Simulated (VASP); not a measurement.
# TiH (Fm-3m) in VASP: a series of runs

The runs below take TiH through single point, with r2SCAN+D3(BJ).

Program: VASP 6.6.1. These are calculated values, not measurements. Logs are shortened: lines on timing, memory, paths and dates and some standing lists are left out, and cuts for length are marked.

## (1) The structure

It takes space group Fm-3m (No. 225, cubic). Conventional cell: a = 4.179 Å, b = 4.179 Å, c = 4.179 Å, α = 90.00°, β = 90.00°, γ = 90.00°. Around Ti (site symmetry m-3m) lie 6 H at 2.09 Å. H (site symmetry m-3m) has 6 Ti at 2.09 Å as nearest neighbours.

The cell comes from a database or a generator and needn't be the stable form of this composition.

## (2) Single point, r2SCAN+D3(BJ)

Contents of POSCAR:

```
TiH
1.0
    0.0000000000      2.0896970000      2.0896970000
    2.0896970000      0.0000000000      2.0896970000
    2.0896970000      2.0896970000      0.0000000000
Ti H
1 1
Direct
    0.0000000000      0.0000000000      0.0000000000
    0.5000000000      0.5000000000      0.5000000000
```

Contents of INCAR.step1:

```
SYSTEM = TiH
ALGO = Normal
EDIFF = 1E-4
ENCUT = 520
GGA = PE
ISMEAR = 1
LASPH = .TRUE.
LCHARG = .FALSE.
LREAL = .FALSE.
LWAVE = .TRUE.
NBANDS = 14
NELM = 100
PREC = Accurate
SIGMA = 0.05
```

Contents of INCAR.step2:

```
SYSTEM = TiH
ALGO = Normal
EDIFF = 1E-6
ENCUT = 520
ISIF = 2
ISMEAR = 1
ISTART = 1
IVDW = 12
LASPH = .TRUE.
LCHARG = .FALSE.
LMIXTAU = .TRUE.
LREAL = .FALSE.
LWAVE = .FALSE.
METAGGA = R2SCAN
NBANDS = 14
NELM = 100
PREC = Accurate
SIGMA = 0.05
VDW_A1 = 0.49484001
VDW_A2 = 5.73083694
VDW_S6 = 1.0
VDW_S8 = 0.78981345
```

Contents of KPOINTS:

```
k-points
0
G
  9 9 9
  0 0 0
```

Potentials or basis: VASP PAW PBE potentials, release 64 (Ti_sv, H).

The run is started by

```sh
$ cat potpaw_PBE.64/Ti_sv/POTCAR potpaw_PBE.64/H/POTCAR > POTCAR
$ cp INCAR.step1 INCAR
$ mpirun -np 1 vasp_std > vasp.out
$ cp INCAR.step2 INCAR
$ mpirun -np 1 vasp_std > vasp.out
```

OUTCAR:

```text
SYSTEM = TiH
   EDIFF = 1E-6
   ENCUT = 520
   ISIF = 2
   ISMEAR = 1
   ISTART = 1
   IVDW = 12
   LASPH = .TRUE.
   LREAL = .FALSE.
   METAGGA = R2SCAN
   NELM = 100
   PREC = Accurate
 IVDW          = 12

 ion  position               nearest neighbor table
   1  0.000  0.000  0.000-
   2  0.500  0.500  0.500-

  LATTYP: Found a face centered cubic cell.
 ALAT       =     4.1793940000

  Lattice vectors:

 A1 = (   0.0000000000,   2.0896970000,   2.0896970000)
 A2 = (   2.0896970000,   0.0000000000,   2.0896970000)
 A3 = (   2.0896970000,   2.0896970000,   0.0000000000)

Analysis of symmetry for initial positions (statically):
=====================================================================
 Subroutine PRICEL returns:
 Original cell was already a primitive cell.

 Routine SETGRP: Setting up the symmetry group for a
 face centered cubic supercell.

 Subroutine GETGRP returns: Found 48 space group operations
 (whereof 48 operations were pure point group operations)
 out of a pool of 48 trial point group operations.

The static configuration has the point symmetry O_h .

Analysis of symmetry for dynamics (positions and initial velocities):
=====================================================================
 Subroutine PRICEL returns:
 Original cell was already a primitive cell.

 Routine SETGRP: Setting up the symmetry group for a
 face centered cubic supercell.

 Subroutine GETGRP returns: Found 48 space group operations
 (whereof 48 operations were pure point group operations)
 out of a pool of 48 trial point group operations.

The dynamic configuration has the point symmetry O_h .

 Subroutine INISYM returns: Found 48 space group operations
 (whereof 48 operations are pure point group operations),
 and found     1 'primitive' translations

----------------------------------------------------------------------------------------

                                     Primitive cell

  volume of cell :      18.2507

  direct lattice vectors                    reciprocal lattice vectors
     0.000000000  2.089697000  2.089697000    -0.239269138  0.239269138  0.239269138
     2.089697000  0.000000000  2.089697000     0.239269138 -0.239269138  0.239269138
     2.089697000  2.089697000  0.000000000     0.239269138  0.239269138 -0.239269138

  length of vectors
     2.955277839  2.955277839  2.955277839     0.414426304  0.414426304  0.414426304

  position of ions in fractional coordinates (direct lattice)
     0.000000000  0.000000000  0.000000000
     0.500000000  0.500000000  0.500000000

  ion indices of the primitive-cell ions
   primitive index   ion index
                 1           1
[... 88 lines left out ...]
   ISMEAR =     1;   SIGMA  =   0.05  broadening in eV -4-tet -1-fermi 0-gaus
   EFERMI_NEDOS =   21; number of points for ismear=-14 and -15
   IALGO  =     38    algorithm
   IMIX   =      4    mixing-type and parameters
     AMIX     =   0.40;   BMIX     =  1.00
     AMIX_MAG =   1.60;   BMIX_MAG =  1.00
  volume/ion in A,a.u.               =       9.13        61.58
  Fermi-wavevector in a.u.,A,eV,Ry     =   1.462051  2.762876 29.083735  2.137594
  Thomas-Fermi vector in A             =   2.578310
   LORBIT       =      0    0 simple, 1 ext, 2 COOP (PROOUT), +10 PAW based schemes
   METAGGA = R2SCAN    functional components
   LHFCALC =     F    Hartree Fock is set to
   AEXX    =    0.0000 exact exchange contribution
   IVDW    =    12    specifies the selected vdW correction
   LEPSILON=     F    determine dielectric tensor
   LRPA    =     F    only Hartree local field effects (RPA)
 non-spin polarized calculation
 Methfessel and Paxton  Order N= 1 SIGMA  =   0.05
  energy-cutoff  :      520.00
  volume of cell :       18.25
 maximum number of plane-waves:       531
 NGX is ok and might be reduce to    24
   NGX = 11   NGY = 11   NGZ = 11

 number of electron      12.9999996 magnetization

 Free energy of the ion-electron system (eV)
  ---------------------------------------------------
  ext. energy  EPLUGINS =         0.00000000
  ---------------------------------------------------
  free energy    TOTEN  =       -17.14792848 eV

  energy without entropy =      -17.14758113  energy(sigma->0) =      -17.14781270

 E-fermi :   8.8899     XC(G=0): -12.8193

 val. band max:        8.7375597003   @ k =  -0.3333   0.4444   0.1111
 cond. band min:       8.9015505935   @ k =  -0.4444   0.3333   0.0000
 fundamental gap:      0.1639908932
 Fermi energy:         8.8898561793

 k-point     1 :       0.0000    0.0000    0.0000
  band No.  band energies     occupation
      1     -50.2057      2.00000
      2     -25.0927      2.00000
      3     -25.0927      2.00000
      4     -25.0927      2.00000
      5      -1.2437      2.00000
      6       9.5833     -0.00000
      7       9.5833     -0.00000
      8       9.5833     -0.00000
      9      11.3947      0.00000
     10      11.3947      0.00000
     11      19.7933      0.00000
     12      23.7725      0.00000
     13      25.8920      0.00000
     14      25.8920      0.00000
[... 377 lines left out ...]
      1     -50.0627      2.00000
      2     -25.6617      2.00000
      3     -25.3048      2.00000
      4     -25.3048      2.00000
      5       1.6481      2.00000
      6       6.9216      2.00000
      7      10.0923      0.00000
      8      12.4337      0.00000
      9      12.4375      0.00000
     10      12.4375      0.00000
     11      16.0674      0.00000
     12      19.2629      0.00000
     13      19.2629      0.00000
     14      23.9291      0.00000

 [... further k-points ...]

------------------------ aborting loop because EDIFF is reached ----------------------------------------

 Edisp (eV)   -0.36214

 E8    (eV) :    -0.1244

  FORCE on cell =-STRESS in cart. coord.  units (eV):
  Direction    XX          YY          ZZ          XY          YZ          ZX
  --------------------------------------------------------------------------------------
  -------------------------------------------------------------------------------------
  Total      -0.39288    -0.39288    -0.39288    -0.00000    -0.00000     0.00000
  in kB     -34.48996   -34.48996   -34.48996    -0.00000    -0.00000     0.00000
  external pressure =      -34.49 kB  Pullay stress =        0.00 kB

 VOLUME and BASIS-vectors are now :
 -----------------------------------------------------------------------------
  energy-cutoff  :      520.00
  volume of cell :       18.25
      direct lattice vectors                 reciprocal lattice vectors
     0.000000000  2.089697000  2.089697000    -0.239269138  0.239269138  0.239269138
     2.089697000  0.000000000  2.089697000     0.239269138 -0.239269138  0.239269138
     2.089697000  2.089697000  0.000000000     0.239269138  0.239269138 -0.239269138

 POSITION                                       TOTAL-FORCE (eV/Angst)
 -----------------------------------------------------------------------------------
      0.00000      0.00000      0.00000         0.000000      0.000000     -0.000000
      2.08970      2.08970      2.08970        -0.000000     -0.000000      0.000000
 -----------------------------------------------------------------------------------
    total drift:                                0.000000     -0.000000     -0.000000

  FREE ENERGIE OF THE ION-ELECTRON SYSTEM (eV)
  ---------------------------------------------------
  free  energy   TOTEN  =       -17.5100688608 eV

  energy  without entropy=      -17.5097215117  energy(sigma->0) =      -17.50995308
```

Wall time 15 s (1 thread of Intel Xeon 6975P-C (Granite Rapids), shared host); peak memory 0.15 GiB.

Results:

| Quantity | Value |
| --- | --- |
| Free energy | -17.5101 eV |
| Pressure | -3.4 GPa |
| Band gap on the k mesh | none (metal or under the smearing width) |
| Dispersion energy per atom | -0.181 eV |

Caveat: the PAW data sets were made with another functional, which shifts forces and pressure a little; pairwise dispersion overbinds metals, which lowers pressure and volume.

## (3) Single point, r2SCAN+D3(BJ)

This run uses another cell than the first one, of 8.76 Å³/atom, 0.960 times its volume.

Contents of POSCAR:

```
TiH
1.0
    0.0000000000      2.0614543892      2.0614543892
    2.0614543892      0.0000000000      2.0614543892
    2.0614543892      2.0614543892      0.0000000000
Ti H
1 1
Direct
    0.0000000000      0.0000000000      0.0000000000
    0.5000000000      0.5000000000      0.5000000000
```

Contents of INCAR.step1:

```
SYSTEM = TiH
PREC = Accurate
ENCUT = 520
ISMEAR = 1
SIGMA = 0.05
LREAL = .False.
LASPH = .True.
NELM = 100
NBANDS = 14
GGA = PE
ALGO = Normal
EDIFF = 1E-4
LWAVE = .True.
LCHARG = .False.
```

Contents of INCAR.step2:

```
SYSTEM = TiH
PREC = Accurate
ENCUT = 520
EDIFF = 1E-7
ISMEAR = 1
SIGMA = 0.05
LREAL = .False.
LASPH = .True.
NELM = 100
ALGO = Normal
ISIF = 2
LWAVE = .False.
LCHARG = .True.
METAGGA = R2SCAN
LMIXTAU = .True.
IVDW = 12
VDW_S6 = 1.0
VDW_S8 = 0.78981345
VDW_A1 = 0.49484001
VDW_A2 = 5.73083694
LELF = .True.
LVHAR = .True.
NBANDS = 14
ISTART = 1
```

Contents of KPOINTS:

```
Automatic mesh
0
Gamma
  9 9 9
  0 0 0
```

Potentials or basis: VASP PAW PBE potentials, release 64 (Ti_sv, H).

The run is started by

```sh
$ cat potpaw_PBE.64/Ti_sv/POTCAR potpaw_PBE.64/H/POTCAR > POTCAR
$ cp INCAR.step1 INCAR
$ mpirun -np 1 vasp_std > vasp.out
$ cp INCAR.step2 INCAR
$ mpirun -np 1 vasp_std > vasp.out
```

Run time: 18 s. Hardware: 1 thread of Intel Xeon 6975P-C (Granite Rapids), shared host; peak memory 0.16 GiB.

It converged, with:

- Free energy: -17.5112 eV
- Pressure: 2.8 GPa
- Band gap on the k mesh: none (metal or under the smearing width)
- Dispersion energy per atom: -0.189 eV

Levels at points of the mesh, in eV from the Fermi level:
```
           k point  band 3  band 4  band 5  band 6  band 7  band 8  band 9  band 10
(0.00, 0.00, 0.00)  -33.89  -33.89  -10.35    0.69    0.69    0.69    2.59     2.59
```

Caveat: the PAW data sets were made with another functional, which shifts forces and pressure a little; pairwise dispersion overbinds metals, which lowers pressure and volume.
